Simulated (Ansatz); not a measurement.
**BaO: further runs on the relaxed cell**

An exercise on one series of results from a longer session: the logs are not shown, and one member is left open.

Method: DFT PBE, scalar-relativistic, plane waves, PAW, in Ansatz 0.2.0.

1 further run of the same task is left out (set aside as unsound or not needed).

### Starting point

Symmetry: Fm-3m, No. 225, cubic system. Conventional cell: a = 5.573 Å, b = 5.573 Å, c = 5.573 Å, α = 90.00°, β = 90.00°, γ = 90.00°. Ba (site symmetry m-3m) has 6 O at 2.79 Å as nearest neighbours. O (site symmetry m-3m) is surrounded by 6 Ba at 2.79 Å.

As a file:

```
Ba O
1.0
     0.00000    2.78666    2.78666
     2.78666    0.00000    2.78666
     2.78666    2.78666    0.00000
Ba O
1 1
Direct
  0.00000 0.00000 0.00000
  0.50000 0.50000 0.50000
```

This cell was relaxed beforehand with the same method: volume 21.64 Å³/atom, gap on the mesh 2.10 eV.

The first run:

input.yaml reads:

```yaml
crystal:
  lattice:
    - [0.0, 2.786663241, 2.786663241]
    - [2.786663241, 0.0, 2.786663241]
    - [2.786663241, 2.786663241, 0.0]
  atoms:
    - { symbol: Ba, position: [0.0, 0.0, 0.0] }
    - { symbol: O, position: [0.5, 0.5, 0.5] }
basis:
  ecutwfc: 420
kpoints:
  mp_grid: { grid: [8, 8, 8] }
  band_path:
    path:
      - [[0.0, 0.0, 0.0], [0.5, 0.0, 0.5], [0.625, 0.25, 0.625]]
      - [[0.375, 0.375, 0.75], [0.0, 0.0, 0.0], [0.5, 0.5, 0.5], [0.5, 0.25, 0.75], [0.5, 0.0, 0.5]]
    npoints: 14
hamiltonian:
  xc: pbe
scf:
  occupations: { method: gaussian, width: 0.02 }
  n_extra_bands: 6
output:
  forces: true
  stress: true
  eigenvalues: true
  populations: true
  dos: { projected: true, de: 0.02, nscf_kmesh: { grid: [12, 12, 12] } }
  bader: true
  write_density: true
  write_potential: true
  elf: true
  volumetric_format: npy
```

Run with:

```console
$ ansatz run input.yaml --threads 1 --pin off --max-ram 2560MiB --backend cpu --events-out ev --progress --plain --runs-dir out
```

Among the steps run: Static run: bands, density of states and charges; Level of theory: r2SCAN; Band edges anywhere in the zone (r2SCAN); Levels beside the edges (r2SCAN); Level of theory: PBE with spin-orbit coupling; Seeking the band edges over the whole zone (PBE with spin-orbit coupling); Eigenvalues a small step from each edge (PBE with spin-orbit coupling); The same geometry with LDA.

One table of the session follows, with a row left open; its other results are not shown here.

| level | gap (eV) | pressure (GPa) |
| --- | --- | --- |
| PBE | 2.10 | 0.0 |
| r2SCAN | ? | ? |
| PBE with spin-orbit coupling | 2.06 | 0.0 |
| LDA | 1.97 | -5.5 |

**Question.** Estimate the row for r2SCAN.

The run gave: gap (eV): 2.43; pressure (GPa): -1.2. In the column «gap (eV)» it is the highest.

All at the geometry relaxed with the first.
